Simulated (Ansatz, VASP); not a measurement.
**ZnSe: VASP beside Ansatz**

Contents of INCAR:

```
ALGO = Normal
EDIFF = 1E-6
ENCUT = 520
GGA = PE
ISIF = 2
ISMEAR = 0
LASPH = T
LCHARG = F
LREAL = F
LWAVE = F
NBANDS = 16
NELM = 60
PREC = Accurate
SIGMA = 0.05
```

File KPOINTS:

```
k-points
0
Gamma
  8 8 8
```

The input POSCAR:

```
ZnSe
1.0
    0.0000000000      2.6366465291      2.6366465291
    2.6366465291      0.0000000000      2.6366465291
    2.6366465291      2.6366465291      0.0000000000
Zn Se
1 1
Direct
    0.0000000000      0.0000000000      0.0000000000
    0.7500000000      0.7500000000      0.7500000000
```

Input for Ansatz:

```yaml
crystal:
  lattice:
    - [0.0, 2.6366465291, 2.6366465291]
    - [2.6366465291, 0.0, 2.6366465291]
    - [2.6366465291, 2.6366465291, 0.0]
  atoms:
    - { symbol: Zn, position: [0.0, 0.0, 0.0] }
    - { symbol: Se, position: [0.75, 0.75, 0.75] }
basis:
  ecutwfc: 420
kpoints:
  mp_grid: { grid: [8, 8, 8] }
hamiltonian:
  xc: pbe
scf:
  occupations: { method: gaussian, width: 0.05 }
output:
  forces: true
  stress: true
  eigenvalues: true
```

Change from the starting cell: strain -0.080 along x and y, -0.080 along z, atoms carried along.

Alike in both runs: task single point; functional PBE; k mesh 8 × 8 × 8; occupations gaussian, width 0.05 eV; no spin polarisation.

|  | VASP | Ansatz |
| --- | --- | --- |
| version | VASP 6.6.1 | Ansatz 0.2.0 |
| potentials or method | VASP PAW PBE potentials, release 64 (Zn, Se) | scalar-relativistic, plane waves, PAW |
| plane-wave cutoff (eV) | 520 | 420 |
| valence electrons in the cell | 18 | 28 |

Ansatz gave:

* gap on the k mesh at the Fermi level (eV): 2.22
* least direct gap on the mesh (eV): 2.22
* pressure (GPa): 25.1

Task: Estimate VASP's values.

Result: gap on the k mesh at the Fermi level (eV): 2.24; least direct gap on the mesh (eV): 2.24; pressure (GPa): 25.6.

The two sets of potentials don't hold the same shells in valence.

Caveats: so large a pressure means that the cell lies far from this level's equilibrium, or that cutoff or potentials fall short (VASP). A k mesh can miss the band edges.
